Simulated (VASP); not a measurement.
Write the native input for VASP 6.6.1 that does the following.

```yaml
Task: relaxation of cell and atoms
Functional: PBE
Potentials_or_basis: VASP PAW PBE potentials, release 64 (Re)
Cutoff: 600 eV
k_mesh: 8 × 8 × 6
Occupations: gaussian, width 0.1 eV
Spin: no spin polarisation
Dipole_correction: no
Further_INCAR_settings: ALGO = Normal; EDIFF = 1e-06; IBRION = 2; EDIFFG = -0.04; NSW = 90; ISIF = 3
```

The structure of Re lies in POSCAR:

```
Re
1.0
    1.1648774733     -2.1748351803      0.0000000000
    1.1648774733      2.1748351803      0.0000000000
    0.0000000000      0.0000000000      3.3963179528
Re
1
Direct
    0.0000000000      0.0000000000      0.0000000000
```

The cell was built by a generator and needn't be a form met in nature.

One way to write it, as run:

INCAR

```
  ALGO = Normal
  EDIFF = 1E-6
  EDIFFG = -0.04
  ENCUT = 600
  GGA = PE
  IBRION = 2
  ISIF = 3
  ISMEAR = 0
  LASPH = T
  LCHARG = F
  LREAL = F
  LWAVE = F
  NELM = 100
  NSW = 90
  PREC = Accurate
  SIGMA = 0.1
```

KPOINTS

```
k-points
0
Gamma
  8 8 6
```

Potentials or basis: VASP PAW PBE potentials, release 64 (Re).

The run is started by

```sh
$ cat potpaw_PBE.64/Re/POTCAR > POTCAR
$ mpirun -np 1 vasp_std > vasp.out
```

Results of the run:

```json
{
  "Relaxed volume": "16.11 Å³/atom",
  "Relaxed cell": "a = 2.778 Å, b = 2.778 Å, c = 2.410 Å, α = 90.00°, β = 90.00°, γ = 120.02°",
  "Space group after relaxing (to 0.05 Å)": "P6/mmm (No. 191)",
  "Energy gained by relaxing": "1555.1 meV/atom",
  "Ionic steps": "22",
  "Pressure after relaxing": "0.1 GPa",
  "Band gap on the k mesh": "none (metal or under the smearing width)"
}
```

Caveat: the k mesh is coarse (spacing up to 0.38 Å⁻¹), so the values aren't converged.

It took 74 s on 1 thread of Intel(R) Xeon(R) 6975P-C (Granite Rapids), with other jobs on the host, peak memory 0.16 GiB.
